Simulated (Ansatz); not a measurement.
**Ru: pressure against volume, fitted**

```yaml
crystal:
  lattice:
    - [2.70580, 0.00000, 0.00000]
    - [-1.35290, 2.34329, 0.00000]
    - [0.00000, 0.00000, 4.28190]
  atoms:
    - { symbol: Ru, position: [0.33333, 0.66667, 0.25000] }
    - { symbol: Ru, position: [0.66667, 0.33333, 0.75000] }
```

Atoms are numbered in the order listed.

The cell is COD entry 9017842, as deposited and not checked against the literature; nothing was relaxed.

Computed with Ansatz 0.2.0, DFT, PBE, all-electron LAPW, scalar-relativistic.

Settings: a Γ-centred 14×14×8 k mesh, Fermi–Dirac smearing of 0.03 eV, basis error target 0.5 meV/atom, no spin polarisation.

The cell is scaled evenly. Fractional coordinates are held (clamped ions).

| V (Å³/atom) | P (GPa) |
| --- | --- |
| 12.760 | 28.42 |
| 13.032 | 19.51 |
| 13.167 | 15.43 |
| 13.303 | 11.57 |
| 13.439 | 7.93 |
| 13.575 | 4.49 |
| 13.710 | 1.24 |
| 13.846 | -1.82 |
| 13.982 | -4.71 |
| 14.118 | -7.44 |
| 14.389 | -12.44 |

Problem. Fit a third-order Birch–Murnaghan curve to the pressures.

Solution. P = (3B0/2)(y^(7/2) − y^(5/2))[1 + (3/4)(B0′ − 4)(y − 1)] with y = (V0/V)^(2/3) fits within 0.01 GPa for V0 = 13.765 Å³/atom, B0 = 312.3 GPa and B0′ = 4.83.

Problem. Predict the pressure at the withheld volume, 12.767 Å³/atom.

Solution. There y = 1.0514, so the fit gives 28.19 GPa; the run gave 28.19 GPa.
